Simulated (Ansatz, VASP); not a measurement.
# Na: VASP beside Ansatz

```
Na
1.0
    -2.30034    2.30034    1.79426
     2.30034   -2.30034    1.79426
     2.30034    2.30034   -1.79426
Na
1
Cartesian
  0.0000 0.0000 0.0000
```

Alike in both runs: task single point; functional LDA; k mesh 18 × 18 × 18; occupations gaussian, width 0.15 eV; no spin polarisation.

|  | VASP | Ansatz |
| --- | --- | --- |
| version | VASP 6.6.1 | Ansatz 0.2.0 |
| potentials or method | VASP PAW LDA potentials, release 64 (Na_pv) | scalar-relativistic, plane waves, PAW |
| plane-wave cutoff (eV) | 520 | 420 |
| valence electrons in the cell | 7 | 9 |

VASP gave:

| Property | Result |
| --- | --- |
| gap on the k mesh at the Fermi level (eV) | none |
| pressure (GPa) | -1.0 |
| largest component of the traceless stress (GPa) | 0.81 |

What did Ansatz give for the same quantities?

gap on the k mesh at the Fermi level (eV): none; pressure (GPa): -0.8; largest component of the traceless stress (GPa): 0.80.

A gap of «none» marks a metal or a gap that the smearing closes. The two sets of potentials don't hold the same shells in valence.
